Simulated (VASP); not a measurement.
# BAs (F-43m) in VASP: a series of runs

The runs below take BAs through G0W0 quasiparticle levels, density of states, with PBE, rSCAN, r2SCAN50.

Program: VASP 6.6.1. These are calculated values, not measurements. Logs are shortened: lines on timing, memory, paths and dates and some standing lists are left out, and cuts for length are marked.

## (1) The crystal as given

It takes space group F-43m (No. 216, cubic). The conventional cell has a = 4.777 Å, b = 4.777 Å, c = 4.777 Å, α = 90.00°, β = 90.00°, γ = 90.00°. Around As (site symmetry -43m) lie 4 B at 2.07 Å. B (site symmetry -43m) has 4 As at 2.07 Å as nearest neighbours.

## (2) G0W0 quasiparticle levels, PBE

Contents of POSCAR:

```
BAs
1.0
    0.0000000000      2.3885000000      2.3885000000
    2.3885000000      0.0000000000      2.3885000000
    2.3885000000      2.3885000000      0.0000000000
As B
1 1
Direct
    0.7500000000      0.7500000000      0.7500000000
    0.0000000000      0.0000000000      0.0000000000
```

Contents of INCAR.step1:

```
SYSTEM = BAs
PREC = Accurate
ENCUT = 450
EDIFF = 1E-8
ISMEAR = 0
SIGMA = 0.01
LREAL = .False.
LASPH = .True.
NELM = 100
ALGO = Fast
LWAVE = .True.
LCHARG = .False.
GGA = PE
```

Contents of INCAR.step2:

```
SYSTEM = BAs
PREC = Accurate
ENCUT = 450
EDIFF = 1E-8
ISMEAR = 0
SIGMA = 0.01
LREAL = .False.
LASPH = .True.
NELM = 1
ALGO = Exact
LWAVE = .True.
LCHARG = .False.
GGA = PE
NBANDS = 69
LOPTICS = .True.
ISTART = 1
```

Contents of INCAR.step3:

```
SYSTEM = BAs
PREC = Accurate
ENCUT = 450
EDIFF = 1E-8
ISMEAR = 0
SIGMA = 0.01
LREAL = .False.
LASPH = .True.
ALGO = EVGW0
LWAVE = .False.
LCHARG = .False.
GGA = PE
NELMGW = 1
NBANDS = 69
ENCUTGW = 200
NOMEGA = 48
PRECFOCK = Fast
ISTART = 1
NBANDSGW = 12
```

Contents of KPOINTS:

```
Automatic mesh
0
Gamma
  3 3 3
  0 0 0
```

Potentials or basis: VASP PAW PBE potentials, release 64 (As_GW, B_GW).

The run is started by

```console
cat potpaw_PBE.64/As_GW/POTCAR potpaw_PBE.64/B_GW/POTCAR > POTCAR
cp INCAR.step1 INCAR
mpirun -np 1 vasp_std > vasp.out
cp INCAR.step2 INCAR
mpirun -np 1 vasp_std > vasp.out
cp INCAR.step3 INCAR
mpirun -np 1 vasp_std > vasp.out
```

OUTCAR:

```text
SYSTEM = BAs
   PREC = Accurate
   ENCUT = 450
   EDIFF = 1E-8
   ISMEAR = 0
   LREAL = .False.
   LASPH = .True.
   GGA = PE
   NELMGW = 1
   ENCUTGW = 200
   PRECFOCK = Fast
   ISTART = 1

 Found      4 irreducible k-points:

 Following reciprocal coordinates:
            Coordinates               Weight
  0.000000  0.000000  0.000000      1.000000
  0.333333  0.000000  0.000000      8.000000
  0.333333  0.333333  0.000000      6.000000
 -0.333333  0.333333  0.000000     12.000000
   k-points           NKPTS =      4   k-points in BZ     NKDIM =     27   number of bands    NBANDS=     69
   number of dos      NEDOS =    301   number of ions     NIONS =      2
   total plane-waves  NPLWV =  13824
   dimension x,y,z NGX =    24 NGY =   24 NGZ =   24
   dimension x,y,z NGXF=    48 NGYF=   48 NGZF=   48
   ions per type =               1   1
   NGX,Y,Z   is equivalent  to a cutoff of  11.81, 11.81, 11.81 a.u.
   NGXF,Y,Z  is equivalent  to a cutoff of  23.62, 23.62, 23.62 a.u.
 SYSTEM =  BAs
   PREC   = accura    normal or accurate (medium, high low for compatibility)
   ISTART =      1    job   : 0-new  1-cont  2-samecut
   ICHARG =      0    charge: 1-file 2-atom 10-const
   ISPIN  =      1    spin polarized calculation?
   LNONCOLLINEAR =      F non collinear calculations
   LSORBIT =      F    spin-orbit coupling
   LASPH  =      T    aspherical Exc in radial PAW
   ENCUT  =  450.0 eV  33.07 Ry    5.75 a.u.   5.84  5.84  5.84*2*pi/ulx,y,z
   NELM   =     60;   NELMIN=  2; NELMDL=  0     # of ELM steps
   EDIFF  = 0.1E-07   stopping-criterion for ELM
   LREAL  =      F    real-space projection
   EDIFFG = 0.1E-06   stopping-criterion for IOM
   NSW    =      0    number of steps for IOM
   IBRION =     -1    ionic relax: 0-MD 1-quasi-New 2-CG
   NFREE  =      0    steps in history (QN), initial steepest desc. (CG)
   ISIF   =      0    stress and relaxation
   ISYM   =      3    0-nonsym 1-usesym 2-fastsym
   POTIM  = 0.5000    time-step for ionic-motion
   TEBEG  =    0.0;   TEEND  =   0.0 temperature during run
   PSTRESS=    0.0 pullay stress
   NELECT =       8.0000    total number of electrons
   NUPDOWN=      -1.0000    fix difference up-down
   EMIN   =  10.00;   EMAX   =-10.00  energy-range for DOS
   EFERMI =   0.00;   METHOD = LEGACY
   ISMEAR =     0;   SIGMA  =   0.01  broadening in eV -4-tet -1-fermi 0-gaus
   EFERMI_NEDOS =   21; number of points for ismear=-14 and -15
   IALGO  =     38    algorithm
   IMIX   =      4    mixing-type and parameters
     AMIX     =   0.40;   BMIX     =  1.00
     AMIX_MAG =   1.60;   BMIX_MAG =  1.00
  volume/ion in A,a.u.               =      13.63        91.95
  Fermi-wavevector in a.u.,A,eV,Ry     =   1.088018  2.056057 16.106360  1.183784
  Thomas-Fermi vector in A             =   2.224191
   LORBIT       =      0    0 simple, 1 ext, 2 COOP (PROOUT), +10 PAW based schemes
   GGA     = PE    functional components
   LHFCALC =     T    Hartree Fock is set to
   PRECFOCK=fast      Normal, Fast or Accurate (Low or Medium for compatibility)
   ENCUT4O =  -1.0   cutoff for four orbital integrals eV
   NKREDX  =     1    reduce k-point grid by
   NKREDY  =     1    reduce k-point grid by
   NKREDZ  =     1    reduce k-point grid by
   AEXX    =    1.0000 exact exchange contribution
   HFSCREEN=    0.0000 screening length (either q_TF or 0.3 A-1)
   HFSCREENC=   0.0000 screening length for correlation (either q_TF or 0.3 A-1)
   ENCUTFOCK=  -1.0 apply spherical cutoff to Coloumb kernel
   IVDW    =     0    specifies the selected vdW correction
   LEPSILON=     F    determine dielectric tensor
   LRPA    =     F    only Hartree local field effects (RPA)
   LRPAFORCE           =     F    calculate RPA forces
   ENCUTGW             = 200.0    cutoff for response function in eV
   ENCUTGWSOFT         = 160.0    soft cutoff for Coulomb kernel in GW response function in eV
   ENCUTLF             =  -1.0    cutoff for local field effects
   NELMGW              =     1    number of iterations in solving QP/BSE equation
   NELMHF              =     1    number of iterations in the inner HF iteration
   NKREDLFX            =     1    NKREDLFY  =   1   NKREDLFZ  =   1
 non-spin polarized calculation
 Gauss-broadening in eV      SIGMA  =   0.01
  energy-cutoff  :      450.00
  volume of cell :       27.25
 maximum number of plane-waves:       609
  NGX = 14; NGY = 14; NGZ = 14
   NGX = 11   NGY = 11   NGZ = 11
 maximum number of plane-waves:       176

 QP shifts <psi_nk| G(iteration)W_0 |psi_nk>: iteration 1
 for sc-GW calculations column KS-energies equals QP-energies in previous step
 and V_xc(KS)=  KS-energies - (<T + V_ion + V_H > + <T+V_H+V_ion>^1  + <V_x>^1)

 k-point   1 :       0.0000    0.0000    0.0000
  band No.  KS-energies  QP-energies   sigma(KS)   V_xc(KS)     V^pw_x(r,r')   Z            occupation Imag(sigma)

      1      -9.1660      -9.9368     -12.6925     -11.6436     -19.5361       0.7349       2.0000       1.3049
      2       6.2712       5.8171     -13.1858     -12.6127     -14.7586       0.7924       2.0000       0.0776
      3       6.2712       5.8171     -13.1858     -12.6127     -14.7586       0.7924       2.0000       0.0776
      4       6.2712       5.8171     -13.1858     -12.6127     -14.7586       0.7924       2.0000       0.0776
      5       9.5022       9.8667     -10.9115     -11.3720      -6.3473       0.7915       0.0000      -0.0978
      6       9.5022       9.8667     -10.9115     -11.3720      -6.3473       0.7915       0.0000      -0.0978
      7       9.5022       9.8667     -10.9115     -11.3720      -6.3473       0.7915       0.0000      -0.0978
      8      10.9398      11.5618     -11.7894     -12.6009      -6.1731       0.7664       0.0000      -0.1689
      9      15.8266      15.7844      -8.8637      -8.8101      -2.9261       0.7871       0.0000      -0.3223
     10      19.1544      19.2616     -10.2659     -10.4036      -4.3233       0.7789       0.0000      -0.3158
     11      19.1544      19.2616     -10.2659     -10.4036      -4.3233       0.7789       0.0000      -0.3158
     12      20.5662      20.5307      -9.0007      -8.9570      -2.4337       0.8118       0.0000      -0.7075

 k-point   2 :       0.3333    0.0000    0.0000
  band No.  KS-energies  QP-energies   sigma(KS)   V_xc(KS)     V^pw_x(r,r')   Z            occupation Imag(sigma)
[... 33 lines left out ...]
      1      -5.3389      -5.9516     -13.0718     -12.2478     -18.4720       0.7436       2.0000       0.7091
      2      -1.6114      -2.3839     -12.9941     -11.9691     -17.1029       0.7536       2.0000       0.3951
      3       0.1557      -0.5247     -11.8800     -11.0017     -14.8096       0.7747       2.0000       0.1989
      4       3.1963       2.6353     -12.7331     -12.0124     -15.0695       0.7785       2.0000       0.1137
      5       8.7106       8.8419     -10.1026     -10.2680      -5.4294       0.7934       0.0000      -0.0990
      6      13.5084      14.0159     -11.0265     -11.6901      -5.1125       0.7647       0.0000      -0.2387
      7      14.3617      14.8519     -11.0746     -11.7081      -5.1334       0.7738       0.0000      -0.2819
      8      15.6007      15.9744     -11.2185     -11.7060      -4.9689       0.7665       0.0000      -0.3407
      9      15.7170      15.8705     -10.1836     -10.3779      -4.5681       0.7906       0.0000      -0.2531
     10      18.3558      18.4134      -9.9109      -9.9829      -4.0989       0.8005       0.0000      -0.3590
     11      23.1158      23.5011     -10.7940     -11.3129      -3.3076       0.7426       0.0000      -0.8384
     12      24.7319      24.7648      -9.2580      -9.3001      -2.4061       0.7820       0.0000      -0.7969
```

OUTCAR.step1:

```text
SYSTEM = BAs
   PREC = Accurate
   ENCUT = 450
   EDIFF = 1E-8
   ISMEAR = 0
   LREAL = .False.
   LASPH = .True.
[... 151 lines left out ...]
      3.58275      3.58275      3.58275        -0.000000     -0.000000      0.000000
      0.00000      0.00000      0.00000         0.000000      0.000000     -0.000000
 -----------------------------------------------------------------------------------
    total drift:                               -0.000000     -0.000000     -0.000000

  FREE ENERGIE OF THE ION-ELECTRON SYSTEM (eV)
  ---------------------------------------------------
  free  energy   TOTEN  =       -10.7745355402 eV

  energy  without entropy=      -10.7745355402  energy(sigma->0) =      -10.77453554
```

Run time: 8.7 s. Hardware: 1 thread of Intel Xeon 6975P-C (Granite Rapids), shared host; peak memory 0.19 GiB.

These settings aren't checked as converged: the numbers below hold their error.

What came out:

- Band gap on the k mesh, mean-field level: 1.24 eV, indirect (least direct gap 3.23 eV)
- Quasiparticle gap: 1.80 eV
- Least direct quasiparticle gap: 4.05 eV

Caveat: the k mesh is coarse (spacing up to 0.76 Å⁻¹), so the values aren't converged; bands, screening cutoff and mesh are small and nothing is extrapolated, so the quasiparticle values aren't converged; an odd mesh through Γ misses points on the zone boundary, where band edges often lie.

(Part 1 of 2 ends here.)
